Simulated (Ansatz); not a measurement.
ZrO2, space group Fm-3m, a single point from a YAML input

Computed with the Ansatz DFT code, driven from Python.

Interactive session:
```pycon
>>> import json
>>> import warnings
>>> import ansatz as az
>>> import numpy as np
>>> INPUT = """
... crystal:
...   lattice:
...     - [0.0, 2.535, 2.535]
...     - [2.535, 0.0, 2.535]
...     - [2.535, 2.535, 0.0]
...   atoms:
...     - { symbol: Zr, position: [0.0, 0.0, 0.0] }
...     - { symbol: O, position: [0.25, 0.25, 0.25] }
...     - { symbol: O, position: [0.75, 0.75, 0.75] }
... kpoints:
...   mp_grid: { grid: [6, 6, 6] }
... hamiltonian:
...   xc: pbe
... scf:
...   occupations: { method: fixed }
...   mixing: { algorithm: msr1, beta: 0.9 }
... basis:
...   ecutwfc: "18 Ha"
... output:
...   forces: true
... accuracy: high
... """
>>> warnings.simplefilter("ignore", az.DeckWarning)
>>> out = az.Session.from_yaml(INPUT).plan(threads=1).execute()
>>> report = out.report
>>> report["kweights"]
[0.004629629629629629, 0.037037037037037035, 0.037037037037037035, 0.018518518518518517, 0.027777777777777776, 0.1111111111111111, 0.1111111111111111, 0.1111111111111111, 0.05555555555555555, 0.027777777777777776, 0.1111111111111111, 0.05555555555555555, 0.013888888888888888, 0.1111111111111111, 0.1111111111111111, 0.05555555555555555]
>>> report["mixing_algorithm"], report["preconditioner"], report["eigensolver"]
('MSR1', 'none', 'band_cg')
>>> {key: value for key, value in report.items() if isinstance(value, (int, float)) and "ev" in key}
{'n_hpsi_unsolved_levels': 224, 'gap_by_band_count_ev': 3.392988645739866, 'fermi_energy_ev': 12.345669741252376, 'harris_foulkes_ev': -5323.812144171207, 'scf_correction_max_component_ev_ang': 3.2869204384208822e-31, 'free_energy_ev': -5323.812144171588, 'internal_energy_ev': -5323.812144171588, 'lagrangian_ev': -5323.812144171588, 'energy_sigma0_ev': -5323.812144171588, 'lagrangian_sigma0_ev': -5323.812144171588, 'entropy_ts_ev': 0.0}
>>> for key in ("converged", "n_iterations", "n_electrons", "n_kpoints", "n_pw", "n_symmetry_ops", "free_energy_ev", "fermi_energy_ev"):
...     print(f"{key:18s} {report[key]}")
...
converged          True
n_iterations       6
n_electrons        24.0
n_kpoints          16
n_pw               821
n_symmetry_ops     48
free_energy_ev     -5323.812144171588
fermi_energy_ev    12.345669741252376
>>> forces = np.array(report["forces_ev_ang"])
>>> norms = np.linalg.norm(forces, axis=1)
>>> print("largest force {:.4f} eV/A on atom {}".format(norms.max(), norms.argmax()))
largest force 0.0000 eV/A on atom 2
>>> print(np.array2string(forces, precision=4, suppress_small=True))
[[-0.  0.  0.]
 [ 0.  0.  0.]
 [ 0.  0.  0.]]
>>> keep = ["free_energy_ev", "energy_sigma0_ev", "fermi_energy_ev", "n_iterations", "converged", "magnetization_mub", "n_kpoints"]
>>> with open("zro2.json", "w") as handle:
...     json.dump({key: report[key] for key in keep}, handle, indent=1)
...
```

`zro2.json`, as written:
```json
{
 "free_energy_ev": -5323.812144171588,
 "energy_sigma0_ev": -5323.812144171588,
 "fermi_energy_ev": 12.345669741252376,
 "n_iterations": 6,
 "converged": true,
 "magnetization_mub": 0.0,
 "n_kpoints": 16
}
```

Caveats:
- The settings weren't tested for convergence.
- Spin is left out of this run.
- Semilocal gaps usually lie well under measured ones.
- The Fermi level of a run with fixed occupations marks the highest occupied state on its mesh, not mid-gap.
- An absolute Fermi energy rests on an arbitrary zero of the periodic potential and has no direct meaning.
- Of the deposited cell: the entry's cell lengths or inner coordinates differ somewhat from later room-temperature determinations.
- This is a high-temperature or high-pressure form, not the ambient phase.
- The starting cell is as deposited in a crystallographic database; the results hold for this polymorph, which needn't be the stable one.
- Levels are Kohn-Sham eigenvalues on this mesh, without spin-orbit coupling.
- Hardware and time: 0.8 s on 1 thread of Arm Neoverse V2, with other jobs on the host, peak memory 0.34 GiB.
